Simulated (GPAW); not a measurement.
Crystal: Zn.

```
Zn
1.0
     0.00000    1.96478    1.96478
     1.96478    0.00000    1.96478
     1.96478    1.96478    0.00000
Zn
1
Direct
  0.00000 0.00000 0.00000
```

This isn't the form of Zn at room conditions, which is hcp.

```yaml
Program: GPAW 26.7.0
Task: single point
Functional: PBEsol
Potentials_or_basis: PAW data sets generated in the run's folder for this functional
Cutoff: 600 eV
Basis: pw
k_mesh: 12 × 12 × 12
Occupations: fermi-dirac, width 0.05 eV
Spin: no spin polarisation
```

On this cell: pressure -5.4 GPa; band gap on the k mesh none (metal or under the smearing width).

The same run follows on a disturbed copy (cell strained at random at fixed volume):

```
Zn
1.0
     0.00399    2.00457    1.96702
     1.95665   -0.00432    1.97532
     1.92741    1.98363    0.02492
Zn
1
Direct
  0.97223 0.01156 0.01002
```

Problem. What does the disturbed cell give?

Solution. The energy (extrapolated to zero smearing) moves by -0.1 meV/atom; pressure -5.3 GPa; band gap on the k mesh none (metal or under the smearing width).

Stress tensor (GPa, compression positive):
```
-5.13 -0.69  0.62
-0.69 -5.86  0.48
 0.62  0.48 -4.78
```
